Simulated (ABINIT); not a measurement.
An input for ABINIT 10.8.3 (KBr (Fm-3m)):

```
acell 3*1.0 Angstrom
rprim 
  0.000000000000 3.300000000000 3.300000000000
  3.300000000000 -0.000000000000 3.300000000000
  3.300000000000 3.300000000000 0.000000000000
ntypat 2
znucl 19 35
natom 2
typat 1 2
xred 
  0.000000000000 0.000000000000 0.000000000000
  0.500000000000 0.500000000000 0.500000000000
pp_dirpath "pseudos"
pseudos "K.upf, Br.upf"
ecut 33
ngkpt 6 6 6
nshiftk 1
shiftk 0.11 0.21 0.31
kptopt 3
chksymbreak 0
iscf -2
irdden 1
istwfk *1
nband 22
nbdbuf 4
tolwfr 1e-09
nstep 60
prtvol 0
indata_prefix "in"
outdata_prefix "out"
tmpdata_prefix "tmp"
```

```sh
OMP_NUM_THREADS=1 mpirun -n 4 abinit run.abi > log
```

Q: Estimate wall time and host memory on 4 MPI ranks of Intel Xeon 6975P-C (Granite Rapids), shared host.

It took 71 s; on shared hardware allow 35 s to 2.4 min. Peak host memory was 0.62 GiB.

[Paths, hosts, dates, memory and timing lines, banners, echoed tables and standing remarks are left out of the program output.]

[Logs are printed without paths, hosts, clocks, repeated set-up lines and the standing remarks that a program may print on its own settings, such as how far it seeks lower states.]

[Runs of the session that timed out or met a known fault of the program may be left out.]

[Hosts, paths, dates, database ids (printed as entryN), source tags and the programs' standing remarks are cut or masked in the printed files.]

[G0W0 gaps are taken among the corrected bands and points alone; a level outside them can change the order at an edge.]

[Where Ansatz stands beside ABINIT at settings called matched, ABINIT's density can come from a denser mesh and the files from another edition; pairs whose starting gaps differed by over 0.03 eV were left out, so agreement reads better than it is.]
